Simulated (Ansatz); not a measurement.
Hg: one input, then a changed one

The geometry is COD entry 1541226, unchecked; take it as a test cell. The listed cell was then made from it by scaling, straining or moving an atom.

First run: DFT, PBE, PAW with Ansatz's default frozen-core files, scalar-relativistic (Ansatz 0.2.0).

Command: `ansatz run input.yaml --threads 1 --pin off --max-ram 2048MiB --backend cpu --events-out ev --progress --plain --runs-dir out` The run took about 15 s on 1 thread of a shared machine.

```yaml
crystal:
  lattice:
    - [1.737491577, 1.011791232, 2.234]
    - [-1.7225093336, 0.9858412252, 2.234]
    - [-0.0149822434, -1.9976324571, 2.234]
  atoms:
    - { symbol: Hg, position: [0.0, 0.0, 0.0] }
kpoints:
  mp_grid: { grid: [12, 12, 12] }
scf:
  occupations: { method: fermi_dirac, width: 0.03 }
hamiltonian:
  xc: pbe
  pseudopotentials: { kind: paw }
output:
  forces: true
  stress: true
  eigenvalues: true
  efg: { contact_densities: true }
```

Result: converged; pressure 6.09 GPa; no gap on the k mesh; 6 SCF iterations.

No spin–orbit coupling, which matters for the heavy atoms here.

The input is then changed:

```diff
@@ -7,5 +7,5 @@
     - { symbol: Hg, position: [0.0, 0.0, 0.0] }
 kpoints:
-  mp_grid: { grid: [12, 12, 12] }
+  mp_grid: { grid: [12, 12, 12], shift: [0.5, 0.5, 0.5] }
 scf:
   occupations: { method: fermi_dirac, width: 0.03 }
@@ -18,3 +18,7 @@
   eigenvalues: true
   efg: { contact_densities: true }
+  write_density: true
+  write_potential: true
+  elf: true
+  volumetric_format: npy
```

**Question.** Predict the outcome of the changed run.

**Answer.** It converged; energy at zero smearing -4.6 meV/atom from the first run; pressure 5.74 GPa; no gap on the k mesh; 6 SCF iterations.

The results part of its log:

```
SCF 1 converged in 6 iterations: F = -13813.368641 eV  dr2 = 1.60e-9
  greatest PAW one-centre occupation: 1.000 electrons in one spin orbital (limit 2), on the Hg atom at site 0 (counted from 0), in its partial waves of l = 0
SCF converged after 6 iterations
Free energy (F): -13813.368641 eV
Harris-Foulkes:  -13813.368641 eV  (|F-HF|=1.28e-9)
Internal energy: -13813.368209 eV  (E = F + TS)
E sigma→0 (E₀):  -13813.368425 eV
Entropy (-TS):   -0.000432 eV (-0.432 meV/atom)
Fermi energy:    15.390719 eV
--- Per-component energies (eV) ---
  E_band       = -381.014379
  E_kinetic    = 604.907608
  E_local      = -2492.013928  (includes V_loc(G=0)·N_el)
  E_nonlocal   = 72.005723
  E_hartree    = 1069.650302
  E_xc         = -221.115768
  E_vxc        = -263.228201  (∫ρ·V_xc dr)
  E_paw        = -9944.539111  (= ΣΔE_a)
  E_vpaw       = -441.984592  (= ΣTr[D̂ρ^β])
  E_aug_tail   = 0.000920  (compensation charges beyond the density's cutoff)
  E_ewald      = -2902.263954
  E_smearing   = -0.000432  (= −TS)
  E_closure    = 0.000000  (closes the sum)
  Σ components = -13813.368641   (vs F -13813.368641, Δ=0.00e0)
--- Forces (eV/Å), atoms counted from 1 ---
  atom   1  Hg     0.00000000     0.00000000     0.00000000
  max |Σ_I F_I| component: 0.00e0 eV/Å
--- Stress (GPa, compression-positive) ---
        5.627858      -0.205424      -0.194486
       -0.205424       5.583377      -0.013146
       -0.194486      -0.013146       6.011034
  P = ⅓ Tr σ = 5.7408 GPa (57.408 kbar)
--- PAW observables at the nuclei: V_zz in 10²¹ V/m², potentials from the cell's mean, atoms counted from 1 ---
  atom   1  Hg V_zz =   -12.286275   η = 0.0894   by run symmetry: allowed
            electrostatic potential = -16796.214937 V   contact ρ = 14129561.669522 e/Å³
--- Band table (eV; the first three rows and the last of 864) ---
  k-point 0: bands = ["-99.6595", "-48.0866", "-48.0771", "-48.0762", "6.0269", "7.5117", "7.5318", "8.7765", "8.9457", "8.9685", "27.0107", "27.5798", "27.8531", "32.4833"]
  k-point 1: bands = ["-99.6593", "-48.0908", "-48.0790", "-48.0762", "6.2625", "7.5379", "7.6449", "8.7516", "8.8886", "8.9541", "25.6151", "27.5391", "28.2934", "32.6088"]
  k-point 2: bands = ["-99.6590", "-48.1010", "-48.0804", "-48.0759", "6.6723", "7.5620", "7.9428", "8.7795", "8.8180", "8.9490", "22.8740", "28.0277", "28.9081", "32.1822"]
  k-point 863: bands = ["-99.6581", "-48.1314", "-48.0824", "-48.0753", "6.9435", "7.5180", "8.7479", "8.9180", "9.2551", "12.5542", "13.7939", "27.3047", "27.7186", "31.4063"]
```
